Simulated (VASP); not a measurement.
Crystal: NiO.

```xyz
2
Lattice="0.0000 2.0622 2.0622 2.0622 0.0000 2.0622 2.0622 2.0622 0.0000" Properties=species:S:1:pos:R:3 pbc="T T T"
Ni    0.0000    0.0000    0.0000
O     3.0933    3.0933    3.0933
```

The cell was built by a generator and needn't be a form met in nature.

```yaml
Program: VASP 6.6.1
Task: relaxation of cell and atoms
Functional: TPSS
Potentials_or_basis: VASP PAW PBE potentials, release 64 (Ni, O)
Cutoff: 600 eV
k_mesh: 11 × 11 × 11
Occupations: gaussian, width 0.05 eV
Spin: collinear spin, ferromagnetic start
Starting_moments: "[1.0, 0.0] μB"
```

At the start: pressure 61.6 GPa; volume 8.77 Å³/atom.

Question: Where does the relaxation end?

Answer: Over 4 steps the energy falls by 386.1 meV/atom and the volume is 11.20 Å³/atom (+27.7 %); space group F-43m (No. 216, to 0.05 Å); moment 2.00 μB per cell.

The path:
```
step  energy change (eV)  largest force (eV/Å)  pressure (GPa)  volume (Å³)
   1              0.0000                0.0000           61.63        17.54
   2             -0.3482                0.0000          -22.14        27.57
   3             -0.7720                0.0000           -0.81        22.50
   4             -0.7723                0.0000           -0.07        22.39
```

Final structure:
```
Ni O
1.0
     0.00000    2.23721    2.23721
     2.23721    0.00000    2.23721
     2.23721    2.23721    0.00000
Ni O
1 1
Direct
  0.00000 0.00000 0.00000
  0.75000 0.75000 0.75000
```

Caveat: the volume moved by over 15 % at a fixed basis, so the end points are rough; the PAW data sets were made with another functional, which shifts forces and pressure a little; a cell with one magnetic atom can't hold antiferromagnetic order, which such compounds often take.
